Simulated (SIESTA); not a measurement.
MgSe:

```
Se Mg
1.0
     0.00000    2.72550    2.72550
     2.72550    0.00000    2.72550
     2.72550    2.72550    0.00000
Se Mg
1 1
Cartesian
  2.7255 2.7255 2.7255
  0.0000 0.0000 0.0000
```

Base run:

| Item | Value |
| --- | --- |
| Program | SIESTA 5.4.2 |
| Functional | LDA |
| Potentials or basis | PseudoDojo 0.4 standard (LDA files) |
| Basis | DZP (energy shift 0.003 Ry; two zetas on semicore shells) |
| Grid cutoff | 800 Ry |
| Energy shift | 0.003 Ry |
| k mesh | 8 × 8 × 8 |
| Occupations | fermi-dirac, width 0.05 eV |
| Spin | no spin polarisation |

Its results: band gap on the k mesh 1.76 eV, indirect (least direct gap 2.47 eV); pressure 0.1 GPa.

Question: The run is repeated on the same cell with these changes: functional from LDA to PBE; potentials or basis from PseudoDojo 0.4 standard (LDA files) to PseudoDojo 0.4 standard (PBE files). What comes out?

Answer: Band gap on the k mesh 1.92 eV, indirect (least direct gap 2.66 eV); pressure 4.1 GPa.

Caveats: the basis of atomic orbitals isn't converged, which shifts pressures, moduli and gaps.
